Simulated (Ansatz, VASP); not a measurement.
Cu in VASP and in Ansatz

```
Cu
1.0
     0.00000    1.81471    1.81471
     1.81471    0.00000    1.81471
     1.81471    1.81471    0.00000
Cu
1
Cartesian
  0.0000 0.0000 0.0000
```

Alike in both runs: functional PBE; k mesh 16 × 16 × 16; occupations gaussian, width 0.1 eV; no spin polarisation.

Ansatz relaxed the structure, and its values are those at the end. VASP's run is a single point on that final structure, the one shown.

|  | VASP | Ansatz |
| --- | --- | --- |
| version | VASP 6.6.1 | Ansatz 0.2.0 |
| potentials or method | VASP PAW PBE potentials, release 64 (Cu) | scalar-relativistic, plane waves, PAW |
| plane-wave cutoff (eV) | 520 | 420 |
| valence electrons in the cell | 11 | 19 |

|  | VASP | Ansatz | Ansatz less VASP |
| --- | --- | --- | --- |
| gap on the k mesh at the Fermi level (eV) | none | none | - |
| pressure (GPa) | 0.7 | 0.0 | -0.70 |

A gap of «none» marks a metal or a gap that the smearing closes. The two sets of potentials don't hold the same shells in valence.
